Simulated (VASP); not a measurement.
# Sn (Fddd) in VASP: further runs

Runs on Sn. Level: PBE. Tasks: single point.

Program: VASP 6.6.1. These are calculated values, not measurements. Logs are shortened: lines on timing, memory, paths and dates and some standing lists are left out, and cuts for length are marked.

### 1 The cell of the first run

Symmetry: Fddd, No. 70, orthorhombic system. The conventional cell has a = 6.167 Å, b = 6.491 Å, c = 6.816 Å, α = 90.00°, β = 90.00°, γ = 90.00°. Sn (site symmetry 222) has 4 Sn at 2.81 Å as nearest neighbours.

### 2 Single point, PBE (strain -0.0500 x Voigt [1, -1, 0, 0, 0, 0], atoms carried along)

INCAR

```
SYSTEM = Sn
PREC     = Accurate       ! precision mode
ENCUT    = 520            ! plane-wave cutoff, eV
EDIFF    = 1E-6           ! SCF threshold, eV
ISMEAR   = 0              ! smearing method
SIGMA    = 0.15           ! smearing width, eV
LREAL    = .FALSE.        ! projectors in reciprocal space
LASPH    = .TRUE.         ! aspherical terms in the spheres
NELM     = 100            ! most SCF steps
ALGO     = Fast           ! electronic algorithm
ISIF     = 2              ! what is computed and relaxed
LWAVE    = .FALSE.        ! write WAVECAR
LCHARG   = .TRUE.         ! write CHGCAR
GGA      = PE             ! functional
LELF     = .TRUE.         ! ELF
LVHAR    = .TRUE.       
NBANDS   = 21             ! bands
```

KPOINTS

```
Automatic mesh
0
G
  12 12 12
  0 0 0
```

POSCAR

```
Sn
1.0
    0.0000000000      3.4078800000      3.2456000000
    3.0833200000      0.0000000000      3.2456000000
    3.0833200000      3.4078800000      0.0000000000
Sn
2
Direct
    0.5000000000      0.5000000000      0.5000000000
    0.7500000000      0.7500000000      0.7500000000
```

Potentials or basis: VASP PAW PBE potentials, release 64 (Sn_d).

On the command line:

```console
cat potpaw_PBE.64/Sn_d/POTCAR > POTCAR
mpirun -np 1 vasp_std > vasp.out
```

OUTCAR:

```text
SYSTEM = Sn
   PREC = Accurate
   ENCUT = 520
   EDIFF = 1E-6
   ISMEAR = 0
   LREAL = .FALSE.
   LASPH = .TRUE.
   NELM = 100
   ISIF = 2
   GGA = PE

 ion  position               nearest neighbor table
   1  0.500  0.500  0.500-   2 2.81   2 2.81   2 2.81   2 2.81
   2  0.750  0.750  0.750-   1 2.81   1 2.81   1 2.81   1 2.81

  LATTYP: Found a face centered orthorhombic cell.
 ALAT       =     6.1666400000
 B/A-ratio  =     1.0526315789
 C/A-ratio  =     1.1052631579

  Lattice vectors:

 A1 = (   0.0000000000,   3.4078800000,  -3.2456000000)
 A2 = (   3.0833200000,   3.4078800000,   0.0000000000)
 A3 = (   3.0833200000,   0.0000000000,  -3.2456000000)

Analysis of symmetry for initial positions (statically):
=====================================================================
 Subroutine PRICEL returns:
 Original cell was already a primitive cell.

 Routine SETGRP: Setting up the symmetry group for a
 face centered orthorhombic supercell.

 Subroutine GETGRP returns: Found  8 space group operations
 (whereof  4 operations were pure point group operations)
 out of a pool of  8 trial point group operations.

The static configuration has the point symmetry D_2 .
 The point group associated with its full space group is D_2h.

Analysis of symmetry for dynamics (positions and initial velocities):
=====================================================================
 Subroutine PRICEL returns:
 Original cell was already a primitive cell.

 Routine SETGRP: Setting up the symmetry group for a
 face centered orthorhombic supercell.

 Subroutine GETGRP returns: Found  8 space group operations
 (whereof  4 operations were pure point group operations)
 out of a pool of  8 trial point group operations.

The dynamic configuration has the point symmetry D_2 .
 The point group associated with its full space group is D_2h.

 Subroutine INISYM returns: Found  8 space group operations
 (whereof  4 operations are pure point group operations),
 and found     1 'primitive' translations

----------------------------------------------------------------------------------------

                                     Primitive cell

  volume of cell :      68.2068

  direct lattice vectors                    reciprocal lattice vectors
     0.000000000  3.407880000  3.245600000    -0.162162863  0.146718781  0.154054720
[... 76 lines left out ...]
 SYSTEM =  Sn
   PREC   = accura    normal or accurate (medium, high low for compatibility)
   ISTART =      0    job   : 0-new  1-cont  2-samecut
   ICHARG =      2    charge: 1-file 2-atom 10-const
   ISPIN  =      1    spin polarized calculation?
   LNONCOLLINEAR =      F non collinear calculations
   LSORBIT =      F    spin-orbit coupling
   LASPH  =      T    aspherical Exc in radial PAW
   ENCUT  =  520.0 eV  38.22 Ry    6.18 a.u.   8.75  8.32  8.54*2*pi/ulx,y,z
   NELM   =    100;   NELMIN=  2; NELMDL= -5     # of ELM steps
   EDIFF  = 0.1E-05   stopping-criterion for ELM
   LREAL  =      F    real-space projection
   EDIFFG = 0.1E-04   stopping-criterion for IOM
   NSW    =      0    number of steps for IOM
   IBRION =     -1    ionic relax: 0-MD 1-quasi-New 2-CG
   NFREE  =      0    steps in history (QN), initial steepest desc. (CG)
   ISIF   =      2    stress and relaxation
   ISYM   =      2    0-nonsym 1-usesym 2-fastsym
   POTIM  = 0.5000    time-step for ionic-motion
   TEBEG  =    0.0;   TEEND  =   0.0 temperature during run
   PSTRESS=    0.0 pullay stress
   NELECT =      28.0000    total number of electrons
   NUPDOWN=      -1.0000    fix difference up-down
   EMIN   =  10.00;   EMAX   =-10.00  energy-range for DOS
   EFERMI =   0.00;   METHOD = LEGACY
   ISMEAR =     0;   SIGMA  =   0.15  broadening in eV -4-tet -1-fermi 0-gaus
   EFERMI_NEDOS =   21; number of points for ismear=-14 and -15
   IALGO  =     68    algorithm
   IMIX   =      4    mixing-type and parameters
     AMIX     =   0.40;   BMIX     =  1.00
     AMIX_MAG =   1.60;   BMIX_MAG =  1.00
  volume/ion in A,a.u.               =      34.10       230.14
  Fermi-wavevector in a.u.,A,eV,Ry     =   1.216704  2.299237 20.141633  1.480368
  Thomas-Fermi vector in A             =   2.352049
   LORBIT       =      0    0 simple, 1 ext, 2 COOP (PROOUT), +10 PAW based schemes
   GGA     = PE    functional components
   LHFCALC =     F    Hartree Fock is set to
   AEXX    =    0.0000 exact exchange contribution
   IVDW    =     0    specifies the selected vdW correction
   LEPSILON=     F    determine dielectric tensor
   LRPA    =     F    only Hartree local field effects (RPA)
 non-spin polarized calculation
 RMM-DIIS sequential band-by-band and
 Gauss-broadening in eV      SIGMA  =   0.15
  energy-cutoff  :      520.00
  volume of cell :       68.21
 maximum number of plane-waves:      1861
   NGX = 17   NGY = 17   NGZ = 17

 number of electron      28.0000002 magnetization

 Free energy of the ion-electron system (eV)
  ---------------------------------------------------
  ext. energy  EPLUGINS =         0.00000000
  ---------------------------------------------------
  free energy    TOTEN  =        -7.61053387 eV

  energy without entropy =       -7.60879328  energy(sigma->0) =       -7.60966358

 E-fermi :   5.7064     XC(G=0):  -8.8934

 val. band max:        5.6475732149   @ k =   0.0833   0.0000   0.0833
 cond. band min:       5.7566443413   @ k =   0.3333  -0.0000  -0.0000
 fundamental gap:      0.1090711264
 Fermi energy:         5.7063535286

 k-point     1 :       0.0000    0.0000    0.0000
  band No.  band energies     occupation
      1     -16.0443      2.00000
      2     -16.0219      2.00000
      3     -16.0054      2.00000
      4     -15.9706      2.00000
      5     -15.9581      2.00000
      6     -15.6890      2.00000
[... 565 lines left out ...]
     20      13.6564      0.00000
     21      14.0056      0.00000

 [... further k-points ...]
[... 5 lines left out ...]
  --------------------------------------------------------------------------------------
  -------------------------------------------------------------------------------------
  Total        1.9180067      0.7110387      1.4696633      0.0000000      0.0000000      0.0000000
  in kB       45.0539449     16.7022861     34.5223657      0.0000000      0.0000000      0.0000000
  external PRESSURE =      32.0928655 kB  Pullay stress =       0.0000000 kB

 VOLUME and BASIS-vectors are now :
 -----------------------------------------------------------------------------
  energy-cutoff  :      520.00
  volume of cell :       68.21
      direct lattice vectors                 reciprocal lattice vectors
     0.000000000  3.407880000  3.245600000    -0.162162863  0.146718781  0.154054720
     3.083320000  0.000000000  3.245600000     0.162162863 -0.146718781  0.154054720
     3.083320000  3.407880000  0.000000000     0.162162863  0.146718781 -0.154054720

 POSITION                                       TOTAL-FORCE (eV/Angst)
 -----------------------------------------------------------------------------------
      3.08332      3.40788      3.24560        -0.000000      0.000000      0.000000
      4.62498      5.11182      4.86840         0.000000     -0.000000     -0.000000
 -----------------------------------------------------------------------------------
    total drift:                                0.000000      0.000000      0.000000

  FREE ENERGIE OF THE ION-ELECTRON SYSTEM (eV)
  ---------------------------------------------------
  free  energy   TOTEN  =        -7.6105338708 eV

  energy  without entropy=       -7.6087932810  energy(sigma->0) =       -7.60966358
```

stdout:

```text
POSCAR found type information on POSCAR Sn
 POSCAR found :  1 types and       2 ions
 scaLAPACK will be used
 LDA part: xc-table for (Slater+PW92), standard interpolation
 POSCAR, INCAR and KPOINTS ok, starting setup
 FFT: planning ... GRIDC
 FFT: planning ... GRID_SOFT
 FFT: planning ... GRID
 WAVECAR not read
 entering main loop
WARNING in EDDRMM: call to ZHEGV failed, returncode =   8  4     20
```

It took 5.3 min on 1 thread of Intel Xeon Platinum 8375C at 2.90GHz (Ice Lake), shared host; peak memory 0.44 GiB.

Results:

| Quantity | Value |
| --- | --- |
| Free energy | -7.6105 eV |
| Pressure | 3.2 GPa |
| Band gap on the k mesh | none (metal or under the smearing width) |

Levels at points of the mesh, in eV from the Fermi level:
```tsv
k point	band 12	band 13	band 14	band 15	band 16	band 17
(0.00, 0.00, 0.00)	-0.73	-0.31	0.07	0.36	1.94	2.15
(0.50, 0.00, 0.00)	-6.34	-1.46	-0.85	-0.14	3.05	3.44
(0.50, 0.50, 0.00)	-7.55	-2.48	-2.48	0.78	0.78	7.29
(0.50, 0.00, 0.50)	-7.73	-2.22	-2.22	1.10	1.10	7.51
(0.00, 0.50, 0.50)	-7.37	-2.76	-2.76	0.48	0.48	7.61
```

### 3 Single point, PBE (strain +0.0250 x Voigt [1, -1, 0, 0, 0, 0], atoms carried along)

INCAR

```
  ALGO = Fast
  EDIFF = 1E-6
  ENCUT = 520
  GGA = PE
  ISIF = 2
  ISMEAR = 0
  LASPH = T
  LCHARG = F
  LREAL = F
  LWAVE = F
  NBANDS = 21
  NELM = 100
  PREC = Accurate
  SIGMA = 0.15
```

KPOINTS

```
k-points
0
Gamma
  12 12 12
```

POSCAR

```
Sn
1.0
    0.0000000000      3.1644600000      3.2456000000
    3.3267400000      0.0000000000      3.2456000000
    3.3267400000      3.1644600000      0.0000000000
Sn
2
Direct
    0.5000000000      0.5000000000      0.5000000000
    0.7500000000      0.7500000000      0.7500000000
```

Potentials or basis: VASP PAW PBE potentials, release 64 (Sn_d).

On the command line:

```console
cat potpaw_PBE.64/Sn_d/POTCAR > POTCAR
mpirun -np 1 vasp_std > vasp.out
```

Run time: 6.1 min. Hardware: 1 thread of Intel Xeon Platinum 8375C at 2.90GHz (Ice Lake), shared host; peak memory 0.43 GiB.

It converged, with:

* Free energy: -7.6360 eV
* Pressure: 3.2 GPa
* Band gap on the k mesh: none (metal or under the smearing width)

Stress tensor (GPa, compression positive):
```
2.41 0.00 0.00
0.00 3.85 0.00
0.00 0.00 3.22
```

Levels at points of the mesh, in eV from the Fermi level:
```tsv
k point	band 10	band 11	band 12	band 13	band 14	band 15	band 16	band 17	band 18	band 19
(0.00, 0.00, 0.00)	-21.33	-10.63	-0.68	-0.12	0.06	0.22	2.03	2.14	2.24	4.99
(0.50, 0.00, 0.00)	-21.28	-9.01	-6.32	-1.30	-0.99	-0.06	3.12	3.31	5.63	8.33
(0.50, 0.50, 0.00)	-21.27	-7.54	-7.54	-2.48	-2.48	0.79	0.79	7.58	7.58	9.11
(0.50, 0.00, 0.50)	-21.28	-7.45	-7.45	-2.62	-2.62	0.64	0.64	7.69	7.69	9.29
(0.00, 0.50, 0.50)	-21.26	-7.63	-7.63	-2.35	-2.35	0.95	0.95	7.63	7.63	9.15
```

### 4 Single point, PBE (strain -0.1000 x Voigt [1, -1, 0, 0, 0, 0], atoms carried along)

INCAR

```
PREC     = Accurate       # precision mode
ENCUT    = 520            # plane-wave cutoff, eV
EDIFF    = 1E-7           # SCF threshold, eV
ISMEAR   = 0              # smearing method
SIGMA    = 0.15           # smearing width, eV
LREAL    = False          # projectors in reciprocal space
LASPH    = True           # aspherical terms in the spheres
NELM     = 100            # most SCF steps
ALGO     = Fast           # electronic algorithm
ISIF     = 2              # what is computed and relaxed
LWAVE    = False          # write WAVECAR
LCHARG   = True           # write CHGCAR
GGA      = PE             # functional
LELF     = True           # ELF
LVHAR    = True         
NBANDS   = 21             # bands
```

KPOINTS

```
regular mesh
0
Gamma
  12 12 12
```

POSCAR

```
Sn
1.0
    0.0000000000      3.5701600000      3.2456000000
    2.9210400000      0.0000000000      3.2456000000
    2.9210400000      3.5701600000      0.0000000000
Sn
2
Direct
    0.5000000000      0.5000000000      0.5000000000
    0.7500000000      0.7500000000      0.7500000000
```

Potentials or basis: VASP PAW PBE potentials, release 64 (Sn_d).

On the command line:

```console
cat potpaw_PBE.64/Sn_d/POTCAR > POTCAR
mpirun -np 1 vasp_std > vasp.out
```

OUTCAR:

```text
PREC = Accurate
   ENCUT = 520
   EDIFF = 1E-7
   ISMEAR = 0
   LREAL = False
   LASPH = True
   NELM = 100
   ISIF = 2
   GGA = PE

 ion  position               nearest neighbor table
   1  0.500  0.500  0.500-   2 2.82   2 2.82   2 2.82   2 2.82
   2  0.750  0.750  0.750-   1 2.82   1 2.82   1 2.82   1 2.82

  LATTYP: Found a face centered orthorhombic cell.
 ALAT       =     5.8420800000
 B/A-ratio  =     1.1111111111
 C/A-ratio  =     1.2222222222

  Lattice vectors:

 A1 = (   0.0000000000,   3.5701600000,  -3.2456000000)
 A2 = (   2.9210400000,   3.5701600000,   0.0000000000)
 A3 = (   2.9210400000,   0.0000000000,  -3.2456000000)

Analysis of symmetry for initial positions (statically):
=====================================================================
 Subroutine PRICEL returns:
 Original cell was already a primitive cell.

 Routine SETGRP: Setting up the symmetry group for a
 face centered orthorhombic supercell.

 Subroutine GETGRP returns: Found  8 space group operations
 (whereof  4 operations were pure point group operations)
 out of a pool of  8 trial point group operations.

The static configuration has the point symmetry D_2 .
 The point group associated with its full space group is D_2h.

Analysis of symmetry for dynamics (positions and initial velocities):
=====================================================================
 Subroutine PRICEL returns:
 Original cell was already a primitive cell.

 Routine SETGRP: Setting up the symmetry group for a
 face centered orthorhombic supercell.

 Subroutine GETGRP returns: Found  8 space group operations
 (whereof  4 operations were pure point group operations)
 out of a pool of  8 trial point group operations.

The dynamic configuration has the point symmetry D_2 .
 The point group associated with its full space group is D_2h.

 Subroutine INISYM returns: Found  8 space group operations
[... 107 lines left out ...]
   PSTRESS=    0.0 pullay stress
   NELECT =      28.0000    total number of electrons
   NUPDOWN=      -1.0000    fix difference up-down
   EMIN   =  10.00;   EMAX   =-10.00  energy-range for DOS
   EFERMI =   0.00;   METHOD = LEGACY
   ISMEAR =     0;   SIGMA  =   0.15  broadening in eV -4-tet -1-fermi 0-gaus
   EFERMI_NEDOS =   21; number of points for ismear=-14 and -15
   IALGO  =     68    algorithm
   IMIX   =      4    mixing-type and parameters
     AMIX     =   0.40;   BMIX     =  1.00
     AMIX_MAG =   1.60;   BMIX_MAG =  1.00
  volume/ion in A,a.u.               =      33.85       228.41
  Fermi-wavevector in a.u.,A,eV,Ry     =   1.219769  2.305028 20.243230  1.487835
  Thomas-Fermi vector in A             =   2.355009
   LORBIT       =      0    0 simple, 1 ext, 2 COOP (PROOUT), +10 PAW based schemes
   GGA     = PE    functional components
   LHFCALC =     F    Hartree Fock is set to
   AEXX    =    0.0000 exact exchange contribution
   IVDW    =     0    specifies the selected vdW correction
   LEPSILON=     F    determine dielectric tensor
   LRPA    =     F    only Hartree local field effects (RPA)
 non-spin polarized calculation
 RMM-DIIS sequential band-by-band and
 Gauss-broadening in eV      SIGMA  =   0.15
  energy-cutoff  :      520.00
  volume of cell :       67.69
 maximum number of plane-waves:      1846
   NGX = 17   NGY = 17   NGZ = 17

 number of electron      28.0000002 magnetization

 Free energy of the ion-electron system (eV)
  ---------------------------------------------------
  ext. energy  EPLUGINS =         0.00000000
  ---------------------------------------------------
  free energy    TOTEN  =        -7.51367080 eV

  energy without entropy =       -7.51117464  energy(sigma->0) =       -7.51242272

 E-fermi :   5.8120     XC(G=0):  -8.9553

 val. band max:        5.8032009907   @ k =   0.1667   0.0000   0.0000
 cond. band min:       5.8673492069   @ k =  -0.0833   0.3333   0.3333
 fundamental gap:      0.0641482162
 Fermi energy:         5.8120238536

 k-point     1 :       0.0000    0.0000    0.0000
  band No.  band energies     occupation
      1     -15.9911      2.00000
      2     -15.9416      2.00000
      3     -15.9150      2.00000
      4     -15.9032      2.00000
      5     -15.8764      2.00000
      6     -15.6522      2.00000
[... 565 lines left out ...]
     20      13.8914      0.00000
     21      14.7681      0.00000

 [... further k-points ...]
[... 5 lines left out ...]
  --------------------------------------------------------------------------------------
  -------------------------------------------------------------------------------------
  Total        2.2980045      0.1004504      1.8234324      0.0000000      0.0000000      0.0000000
  in kB       54.3890265      2.3774527     43.1568845      0.0000000      0.0000000      0.0000000
  external PRESSURE =      33.3077879 kB  Pullay stress =       0.0000000 kB

 VOLUME and BASIS-vectors are now :
 -----------------------------------------------------------------------------
  energy-cutoff  :      520.00
  volume of cell :       67.69
      direct lattice vectors                 reciprocal lattice vectors
     0.000000000  3.570160000  3.245600000    -0.171171911  0.140049746  0.154054720
     2.921040000  0.000000000  3.245600000     0.171171911 -0.140049746  0.154054720
     2.921040000  3.570160000  0.000000000     0.171171911  0.140049746 -0.154054720

 POSITION                                       TOTAL-FORCE (eV/Angst)
 -----------------------------------------------------------------------------------
      2.92104      3.57016      3.24560        -0.000000      0.000000      0.000000
      4.38156      5.35524      4.86840         0.000000      0.000000      0.000000
 -----------------------------------------------------------------------------------
    total drift:                                0.000000      0.000000      0.000000

  FREE ENERGIE OF THE ION-ELECTRON SYSTEM (eV)
  ---------------------------------------------------
  free  energy   TOTEN  =        -7.5136707962 eV

  energy  without entropy=       -7.5111746416  energy(sigma->0) =       -7.51242272
```

Run time: 5.6 min. Hardware: 1 thread of Intel Xeon Platinum 8375C at 2.90GHz (Ice Lake), shared host; peak memory 0.43 GiB.

Results:

```yaml
Free_energy: -7.5137 eV
Pressure: 3.3 GPa
Band_gap_on_the_k_mesh: none (metal or under the smearing width)
```

### 5 The runs side by side

```tsv
cell	further INCAR settings	gap on the mesh (eV)	pressure (GPa)
strain -0.0500 x Voigt [1, -1, 0, 0, 0, 0], atoms carried along	ALGO = Fast; EDIFF = 1e-06; NBANDS = 21	none	3.2
strain +0.0250 x Voigt [1, -1, 0, 0, 0, 0], atoms carried along	ALGO = Fast; EDIFF = 1e-06; NBANDS = 21	none	3.2
strain -0.1000 x Voigt [1, -1, 0, 0, 0, 0], atoms carried along	ALGO = Fast; EDIFF = 1e-07; NBANDS = 21	none	3.3
```

Alike in all rows: task single point; level PBE; potentials or basis VASP PAW PBE potentials, release 64 (Sn_d); no spin polarisation; k mesh 12 × 12 × 12; cutoff (eV) 520; smearing gaussian 0.15 eV.

Total energies depend on the potentials used, so only differences within one code and one set of settings carry meaning.
